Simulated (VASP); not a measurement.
## Al2O3: relaxation of cell and atoms with PBE

Crystal: Al2O3.

```
Al O
1.0
     2.88432    0.00000    0.00000
    -1.44216    2.49790    0.00000
     0.00000    0.00000    9.33675
Al O
2 3
Direct
  0.00000 0.00000 0.85001
  0.00000 0.00000 0.14999
  0.33333 0.66667 0.77768
  0.66667 0.33333 0.00000
  0.33333 0.66667 0.22232
```

Measurements of this composition are mostly on another form, of space group No. 167.

- Program: VASP 6.6.1
- Task: relaxation of cell and atoms
- Functional: PBE
- Potentials or basis: VASP PAW PBE potentials, release 64 (Al, O)
- Cutoff: 600 eV
- k mesh: 8 × 8 × 3
- Occupations: fermi-dirac, width 0.05 eV
- Spin: no spin polarisation
- Target pressure: 10 GPa
- Further INCAR settings: ALGO = Normal; EDIFF = 1e-07; IBRION = 2; EDIFFG = -0.01; NSW = 60; ISIF = 3
- Target pressure: 10 GPa

```
Relaxed volume                                         : 9.59 Å³/atom
Relaxed cell                                           : a = 2.837 Å, b = 2.837 Å, c = 6.875 Å, α = 90.00°, β = 90.00°, γ = 120.00°
Space group after relaxing (to 0.05 Å)                 : P-6m2 (No. 187)
Energy change on relaxing (the enthalpy is what falls) : +30.9 meV/atom
Ionic steps                                            : 36
Pressure after relaxing                                : 10.0 GPa
Largest force after relaxing                           : 0.009 eV/Å
Band gap on the k mesh                                 : 4.58 eV, indirect (least direct gap 4.66 eV)
```

Forces in eV/Å, atoms in the order of the input:
```
Al   0.000  0.000 -0.009
Al   0.000  0.000  0.009
O    0.000  0.000  0.003
O    0.000  0.000  0.000
O    0.000  0.000 -0.003
```

Stress tensor (GPa, compression positive):
```
10.08  0.00  0.00
 0.00 10.08  0.00
 0.00  0.00  9.95
```

Step by step:
| step | energy change (eV) | largest force (eV/Å) | pressure (GPa) | volume (Å³) |
| --- | --- | --- | --- | --- |
| 1 | 0.0000 | 0.0097 | -0.11 | 67.27 |
| 2 | 0.4984 | 1.7543 | 22.63 | 59.33 |
| 3 | 0.1184 | 0.8080 | 9.93 | 63.16 |
| 4 | 0.1491 | 0.9670 | 9.96 | 61.92 |
| 5 | 0.1561 | 1.0826 | 9.97 | 61.80 |
| 6 | 0.1525 | 1.0790 | 9.99 | 61.20 |
| 7 | 0.1450 | 1.0817 | 10.18 | 59.40 |
| 8 | 0.1466 | 1.1370 | 11.15 | 55.80 |
| 9 | 0.2862 | 1.4439 | 16.60 | 48.59 |
| 10 | 12.4430 | 21.3541 | 141.09 | 34.15 |
| 11 | 1.5581 | 3.8318 | 36.71 | 48.33 |
| 12 | 2.4037 | 4.3629 | 52.78 | 41.24 |
| 13 | 2.4001 | 4.3330 | 52.76 | 41.20 |
| 14 | 2.3917 | 4.2431 | 52.68 | 41.07 |
| 15 | 2.3856 | 4.0620 | 52.62 | 40.81 |
| 16 | 2.4227 | 3.6915 | 52.91 | 40.29 |
| 17 | 2.3977 | 3.8744 | 52.73 | 40.54 |
| 18 | 2.3722 | 3.8339 | 52.30 | 40.59 |
| 19 | 2.2967 | 3.7138 | 51.06 | 40.74 |
| 20 | 2.1508 | 3.4779 | 48.61 | 41.03 |
| 21 | 1.8789 | 3.0249 | 43.96 | 41.63 |
| 22 | 1.4101 | 2.1872 | 35.46 | 42.82 |
| 23 | 0.7374 | 1.2156 | 21.31 | 45.27 |
| 24 | 0.2312 | 1.3841 | 1.70 | 50.35 |
| 25 | 0.2742 | 1.0445 | 5.94 | 48.99 |
| 26 | 0.2840 | 1.0541 | 6.55 | 48.81 |
| 27 | 0.2478 | 0.9236 | 6.74 | 48.75 |
| 28 | 0.1681 | 0.5124 | 7.31 | 48.57 |
| 29 | 0.1498 | 0.3891 | 8.47 | 48.16 |
| 30 | 0.1349 | 0.1251 | 8.11 | 48.29 |
| 31 | 0.1356 | 0.1502 | 8.14 | 48.27 |
| 32 | 0.1473 | 0.0412 | 9.44 | 48.05 |
| 33 | 0.1516 | 0.0250 | 9.86 | 47.98 |
| 34 | 0.1520 | 0.0280 | 9.89 | 47.97 |
| 35 | 0.1531 | 0.0118 | 9.95 | 47.95 |
| 36 | 0.1547 | 0.0089 | 10.04 | 47.93 |

Final structure:
```xyz
5
Lattice="2.8371 0.0000 0.0000 -1.4186 2.4570 0.0000 0.0000 0.0000 6.8754" Properties=species:S:1:pos:R:3 pbc="T T T"
Al    0.0000    0.0000    5.4988
Al    0.0000    0.0000    1.3766
O     0.0000    1.6380    4.8160
O     1.4186    0.8190    0.0000
O     0.0000    1.6380    2.0594
```

Levels at points of the mesh, in eV from the valence-band top:
```csv
k point,band 10,band 11,band 12,band 13,band 14,band 15
"(0.00, 0.00, 0.00)",-1.05,-1.05,-0.08,4.58,7.54,8.73
"(0.50, 0.00, 0.00)",-1.56,-1.46,-0.87,7.49,8.58,9.06
```

Wall time 13 min on 1 thread of Intel(R) Xeon(R) Platinum 8259CL CPU @ 2.50GHz (Skylake/Cascade Lake), on a shared host, peak memory 0.21 GiB.

Caveat: the cell is relaxed towards a set pressure, so the enthalpy falls and the energy may rise; the volume moved by over 15 % at a fixed basis, so the end points are rough; an odd mesh through Γ misses points on the zone boundary, where band edges often lie. A hybrid or GW would open this gap; PBE tends to underestimate it.
